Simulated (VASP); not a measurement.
Crystal: MgSe.

```
Se Mg
1.0
     0.00000    2.72550    2.72550
     2.72550    0.00000    2.72550
     2.72550    2.72550    0.00000
Se Mg
1 1
Direct
  0.50000 0.50000 0.50000
  0.00000 0.00000 0.00000
```

Base run:

- Program: VASP 6.6.1
- Functional: r2SCAN
- Potentials or basis: VASP PAW PBE potentials, release 64 (Se, Mg)
- Cutoff: 520 eV
- k mesh: 8 × 8 × 8
- Occupations: gaussian, width 0.02 eV
- Spin: no spin polarisation

Its results: band gap on the k mesh 2.46 eV, indirect (least direct gap 3.49 eV); pressure 0.6 GPa.

Question: The run is repeated on the same cell with these changes: functional from r2SCAN to LDA; potentials or basis from VASP PAW PBE potentials, release 64 (Se, Mg) to VASP PAW LDA potentials, release 64 (Se, Mg). What comes out?

Answer: Band gap on the k mesh 1.65 eV, indirect (least direct gap 2.40 eV); pressure -2.4 GPa.

Caveats: the PAW data sets were made with another functional, which shifts forces and pressure a little (some runs).

Not every run made on this cell is shown here.
